In this GaN crystal, the G0W0 correction to PBE does not lift all empty levels by the same amount. Measured from the valence top, the lowest empty level rises by 1.19 eV, while the one that moves furthest rises by 1.45 eV. The extra lift appears where non-local exchange gains on the PBE potential by more than correlation takes back. The energy dependence of the self-energy, a tempting explanation, would by itself squeeze the empty bands together instead of spreading them.

In the table, v1 is the highest filled band and v2 the next one down, while c1 and c2 are the two lowest empty bands. The fractions b and c locate the state in reciprocal space; Γ is the point where both are zero. Kohn–Sham levels come from PBE and quasiparticle levels from G0W0, each set counted from its own valence top. A shift is the second minus the first.

Wurtzite GaN (4 atoms per cell), one-shot G0W0 on PBE, calculated with Ansatz 0.2.0 using plane waves and PAW; the r2SCAN cell is compressed by 2 % in the plane. The wave cutoff is 420 eV, the screening cutoff 150 eV and the k mesh 6×6×4, with 183 empty bands. Kohn–Sham and quasiparticle levels are each counted from their own valence top.

| band | b (fraction of the reciprocal vector) | c (fraction of the reciprocal vector) | kohn sham level (eV) | quasiparticle level (eV) | exchange less vxc (eV) | correlation (eV) | renormalisation |
| --- | --- | --- | --- | --- | --- | --- | --- |
| v2 | 0 | 0 | 0.000 | 0.000 | -3.732 | 3.073 | 0.77500 |
| v1 | 0 | 0 | 0.000 | 0.000 | -3.732 | 3.073 | 0.77500 |
| c1 | 0 | 0 | 2.000 | 3.194 | 4.340 | -3.805 | 0.80800 |
| c2 | 0 | 0 | 4.747 | 6.072 | 5.263 | -4.597 | 0.81300 |
| v2 | 0 | 0.25 | -0.152 | -0.171 | -3.790 | 3.112 | 0.77400 |
| v1 | 0 | 0.25 | -0.152 | -0.171 | -3.790 | 3.112 | 0.77400 |
| c1 | 0 | 0.25 | 3.220 | 4.479 | 4.449 | -3.849 | 0.79900 |
| c2 | 0 | 0.25 | 4.793 | 6.133 | 5.304 | -4.624 | 0.81000 |
| v2 | 0 | -0.5 | -0.511 | -0.570 | -3.908 | 3.190 | 0.77300 |
| v1 | 0 | -0.5 | -0.511 | -0.570 | -3.908 | 3.190 | 0.77300 |
| c1 | 0 | -0.5 | 4.497 | 5.857 | 5.190 | -4.489 | 0.79900 |
| c2 | 0 | -0.5 | 4.497 | 5.857 | 5.190 | -4.489 | 0.79900 |
| v2 | 0.1667 | 0 | -0.508 | -0.545 | -3.701 | 3.005 | 0.77500 |
| v1 | 0.1667 | 0 | -0.262 | -0.291 | -3.819 | 3.130 | 0.77400 |
| c1 | 0.1667 | 0 | 3.464 | 4.730 | 4.513 | -3.907 | 0.79900 |
| c2 | 0.1667 | 0 | 6.021 | 7.456 | 5.622 | -4.846 | 0.80200 |
| v2 | 0.1667 | 0.25 | -0.913 | -1.006 | -3.907 | 3.155 | 0.77400 |
| v1 | 0.1667 | 0.25 | -0.464 | -0.518 | -3.884 | 3.171 | 0.77400 |
| c1 | 0.1667 | 0.25 | 4.085 | 5.391 | 4.801 | -4.155 | 0.79700 |
| c2 | 0.1667 | 0.25 | 6.012 | 7.459 | 5.689 | -4.902 | 0.79700 |
| v2 | 0.1667 | -0.5 | -0.927 | -1.029 | -4.023 | 3.261 | 0.77200 |
| v1 | 0.1667 | -0.5 | -0.927 | -1.029 | -4.023 | 3.261 | 0.77200 |
| c1 | 0.1667 | -0.5 | 5.320 | 6.710 | 5.402 | -4.670 | 0.79100 |
| c2 | 0.1667 | -0.5 | 5.320 | 6.710 | 5.402 | -4.670 | 0.79100 |

The simplest explanation is a rigid scissor: cut the PBE bands at the gap and raise the whole empty part by one amount. At Γ that amount is the gap opening, from 2.00 to 3.19 eV. Every listed empty level above the lowest needs more than this, and c1 at (0, −0.5), on the zone face along the c axis, needs 1.36 eV. The scissor therefore describes most of the correction but misses a systematic part of it.

A tempting explanation for that part is that the self-energy depends on energy. The self-energy is the quantity that replaces the PBE exchange-correlation potential in G0W0, and its correlation part changes with the energy at which it is evaluated. Levels at different energies should then be shifted differently, which sounds like the observed stretch. The renormalisation column lets us test the direction of this effect.

Call the Kohn–Sham level e, the quasiparticle level E, and the slope of the correlation part with energy s. If states differed only in energy, then E = e + A + s(E − E₀), with A and E₀ constant. Solving for E shows that it grows with e at the rate 1/(1 − s), which is the renormalisation Z. Since Z averages 0.80 over the empty levels, energy dependence alone would compress their spacing to about four fifths.

For c1 the contradiction is plain. Between Γ and (0, −0.5) its Kohn–Sham level climbs by 4.497 − 2.000 = 2.497 eV. Energy dependence alone would reduce the shift by about a fifth of that climb, to roughly 0.7 eV, whereas the table gives 1.36 eV. Over the empty levels above the lowest, this explanation does worse than the rigid scissor; the energy dependence is real, but something else must overcome it.

The exchange and correlation columns show what does so for the same pair of states. From Γ to (0, −0.5), exchange less the PBE potential rises by 0.85 eV, while correlation becomes more negative by 0.68 eV. The difference, 0.17 eV, is the extra lift. These parts add directly, because correlation has already been taken at the quasiparticle level, and multiplying their sum by Z would count the energy dependence twice.

The tempting explanation thus has a place inside the answer. A Z of 0.80 means a slope s of about −0.25, and the quasiparticle level of c1 climbs by 5.857 − 3.194 = 2.663 eV between the two points. Their product is about −0.67 eV, close to the whole change in correlation. For this pair, energy dependence can account for the size of the pull downwards, and the exchange difference overcomes it. The match is not general: for c1 at (0, 0.25) the same estimate gives about −0.32 eV, but correlation changes by only −0.04 eV. Correlation, too, depends on the state and not only on its energy.

Theory explains why such a competition should occur. The PBE potential is one function of position, applied alike to every state, whereas non-local exchange depends on how each state overlaps with the filled ones. Two states can therefore feel nearly the same PBE potential and quite different exchange. The other electrons respond to an added electron and screen its interactions, and this response enters through correlation. It is expected to pull an empty level down harder as that level nears the energies at which an electron placed in it could excite the others, so much of the exchange difference is undone.

The uniform electron gas shows the same contest in a simpler setting. There, exchange binds fast electrons less than slow ones, so Hartree–Fock theory makes the band too wide, and screening undoes the widening. The comparison stops at the mechanism: the electron gas has no gap, and its local potential is the same for every state. At ordinary metallic densities, one-shot GW even leaves its occupied band slightly narrower than that of free electrons, while the empty bands of GaN end up wider than in PBE.

It would be too simple to say that exchange itself weakens whenever an empty level lies higher. Between Γ and (0, 0.25), the bare exchange of c1 becomes more attractive by 0.64 eV. The PBE potential felt by that state becomes more attractive still, so exchange less the PBE potential rises by 0.11 eV. What matters is the difference between the two descriptions, and because the PBE potential also contains correlation, the split is a comparison with PBE and not a clean separation of two forces.

Among the empty levels the direction of the contest is the same throughout. Each one above the lowest has a larger exchange difference and a more negative correlation than the lowest. The cancelled share varies, however, from about 40 % for c1 at (0, 0.25), where the exchange difference has grown least, to 86 % for c2 at Γ. Correlation therefore does not reduce the exchange difference by one universal factor.

A useful rule is a scissor followed by a gentle stretch. One formula, with a jump at the gap and separate slopes for filled and empty levels, was fitted to all 24 rows, and its results are printed after this text. For the empty levels it gives a shift of 1.18 eV plus 0.062 eV for each eV above the lowest of them in PBE. At (0, −0.5) this makes 1.184 + 0.062 × 2.497 ≈ 1.34 eV, close to the tabulated 1.36 eV, although that row was part of the fit. The line summarises the outcome of the contest and does not establish its cause.

The filled levels are stretched too, but downwards: those below the valence top sink by up to about 0.1 eV. For nearly all of them, exchange less the PBE potential does the lowering and correlation opposes it. The exception is v2 at (0.1667, 0), where the exchange part points slightly upwards and correlation does the lowering. For that state the explanation drawn from the empty levels fails. Spin–orbit coupling, which is absent here, would slightly split the degenerate valence top, but it should do so almost equally in both sets of levels and so largely drop out of the shifts.

The exceptional state also shows that energy is not enough to label a level. Its PBE energy is almost the same as that of v2 at (0, −0.5), yet it sinks by 0.037 eV and the other by 0.059 eV. Among the empty levels, c2 at Γ lies above c1 at (0, −0.5) but is lifted less. A difference in orbital character is a likely reason, since both exchange and screening depend on the shape of the state, but the calculation does not report that character, so this remains a guess.

For practical work, the choice of correction depends on which levels matter. A scissor set at Γ reproduces this calculation's band edge, but it places the other listed empty levels too low, by up to 1.447 − 1.194 ≈ 0.25 eV. For an optical spectrum that reaches those levels, the stretch should be kept. For a related semiconductor, the physics suggests asking two questions: how differently exchange and the PBE potential treat the states, and how strongly the electrons screen that difference.

The absolute gap needs more care than the comparison between levels. The cell is compressed by 2 % in the plane, so its gap is not that of unstrained GaN, and without an unstrained calculation the effect of the strain cannot be separated. PBE also places the gallium 3d states too high, which pushes up the valence top and lowers the starting gap; one-shot G0W0 is expected to repair this only in part. Finite bands, cutoff and k mesh also leave the gap short of its basis limit. By how much is not known here, because the calculation was not repeated with larger settings. In the data makers' tests on other systems the median shortfall was 6 to 9 %, which gives a sense of scale but no correction for this cell. It also leaves open how much the stretch itself would change with a larger basis.

Output of the analysis:

```
fit of sh on 24 rows: coefficient of em 1.184 +/- 0.0082, coefficient of em*dks 0.062 +/- 0.003, coefficient of (1-em)*dks 0.1069 +/- 0.0061; rms 0.011, worst c2 0.0298, leave-one-out rms 0.0126
gap opening at Gamma, eV: 1.194
part of it from exchange less PBE potential, eV: 8.072
part of it from correlation, eV: -6.878
largest upward shift of a listed empty level, eV: 1.447
rigid scissor, rms miss of empty levels above the lowest, eV: 0.1691
best single constant, rms miss of the same levels, eV: 0.05875
linear stretch, rms miss of the same levels, eV: 0.01475
linear stretch, rms miss of filled levels below the top, eV: 0.006413
rigid scissor, rms miss of filled levels below the top, eV: 0.06501
mean renormalisation of empty levels: 0.8004
mean renormalisation of filled levels: 0.7738
energy dependence alone, rms miss of empty levels above the lowest, eV: 0.7397
energy dependence alone, rms miss of filled levels below the top, eV: 0.2017
c1 from Gamma to (0, -0.5), quasiparticle rise over PBE rise: 1.066
exchange part of c1 less that at Gamma, for (0, 0) then (0, 0.25) then (0, -0.5), eV: c1 0, c1 0.109, c1 0.85
correlation of c1 less that at Gamma, for the same three points, eV: c1 0, c1 -0.044, c1 -0.684
smallest share of the exchange growth cancelled by correlation, empty levels: 0.4037
largest share of the exchange growth cancelled by correlation, empty levels: 0.8581
bare exchange of c1 at (0, 0.25) less that at Gamma, eV: -0.6442
shift of v2 at (0, -0.5), then at (0.1667, 0), eV: v2 -0.059, v2 -0.037
exchange part of these two shifts, eV: v2 -0.176, v2 0.031
correlation part of these two shifts, eV: v2 0.117, v2 -0.068
shift of c2 at Gamma, then of c1 and c2 at (0, -0.5), eV: c2 1.325, c1 1.36, c2 1.36
```
